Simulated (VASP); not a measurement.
Write the native input for VASP 6.6.1 that does the following.

```yaml
Task: relaxation of cell and atoms
Functional: PBE
Potentials_or_basis: VASP PAW PBE potentials, release 64 (Si)
Cutoff: 520 eV
k_mesh: 19 × 19 × 19
Occupations: gaussian, width 0.1 eV
Spin: no spin polarisation
Further_INCAR_settings: ALGO = Normal; EDIFF = 1e-07; IBRION = 2; POTIM = 0.3; EDIFFG = -0.005; NSW = 60; ISIF = 3
```

The structure of Si lies in POSCAR:

```
Si                                      
1.0
   -2.4044146876      2.4044634415      1.3273352040
    2.4044146876     -2.4044634415      1.3273352040
    2.4044146876      2.4044634415     -1.3273352040
  Si            
     2
Direct
     0.3750687724806075    0.1250687724806074    0.2500000000000000
     0.6249312275193927    0.8749312275193927    0.7500000000000000
```

This isn't the form of Si at room conditions, which is diamond.

These files were run (other wordings do the same):

INCAR

```
SYSTEM = Si
PREC     = Accurate       ! precision mode
ENCUT    = 520            ! plane-wave cutoff, eV
EDIFF    = 1E-7           ! SCF threshold, eV
ISMEAR   = 0              ! smearing method
SIGMA    = 0.1            ! smearing width, eV
LREAL    = .False.        ! projectors in reciprocal space
LASPH    = .True.         ! aspherical terms in the spheres
NELM     = 120            ! most SCF steps
ALGO     = Normal         ! electronic algorithm
ISIF     = 3              ! what is computed and relaxed
LWAVE    = .False.        ! write WAVECAR
LCHARG   = .False.        ! write CHGCAR
GGA      = PE             ! functional
IBRION   = 2              ! ionic algorithm
NSW      = 60             ! ionic steps
EDIFFG   = -0.005         ! ionic threshold
POTIM    = 0.3            ! step
```

KPOINTS

```
regular mesh
0
Gamma
  19 19 19
  0 0 0
```

Potentials or basis: VASP PAW PBE potentials, release 64 (Si).

The run is started by

```bash
$ cat potpaw_PBE.64/Si/POTCAR > POTCAR
$ mpirun -np 1 vasp_std > vasp.out
```

It gave:

* Pressure after relaxing: 0.0 GPa
* Band gap on the k mesh: none (metal or under the smearing width)

Caveat: the relaxation stopped at its first step, so nothing moved.

Run time: 2.7 min on 1 thread of Intel(R) Xeon(R) Platinum 8559C (Emerald Rapids), on a shared host, peak memory 0.31 GiB.
